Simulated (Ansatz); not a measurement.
Runs of Ansatz 0.2.0 on In. The cell holds a slab with vacuum, 7 atoms: a = 3.364 Å, b = 3.364 Å, c = 31.200 Å, α = 90.00°, β = 90.00°, γ = 120.00°. The slab is cut from a database's or a generator's crystal, which needn't be the stable form of the element.

| level | cutoff (eV) | gap on the mesh (eV) | largest force (eV/Å) | work function (eV) |
| --- | --- | --- | --- | --- |
| BLYP | 420 | none | (a) | 3.46 |
| PBEsol | 420 | none | 0.14 | 3.83 |
| revPBE | 420 | none | 0.21 | 3.61 |
| r2SCAN | 500 | none | 0.16 | 3.81 |
| PBE | 420 | none | 0.14 | 3.73 |
| LDA | 420 | none | 0.14 | 4.04 |
| RPBE | 420 | none | 0.23 | (b) |

Alike in all rows: task band structure; potentials or basis Ansatz PAW; no spin polarisation; cell the (0 0 1) slab of In, cut from the database cell, not relaxed; k mesh 9 × 9 × 1; smearing fermi-dirac 0.05 eV.

Q: Fill in the values left out.

A: (a) 0.39; (b) 3.59.

Caveats: the PAW data sets come from PBE, with cores solved anew for the run's functional, which leaves a small shift of forces and pressure (some runs); the potentials were made for another functional, which shifts forces and pressure (some runs).

A k mesh can miss the band edges, and the runs leave out spin-orbit coupling on In.

A gap of «none» marks a metal or a gap under the smearing width.

Not every run made on this cell is shown here.
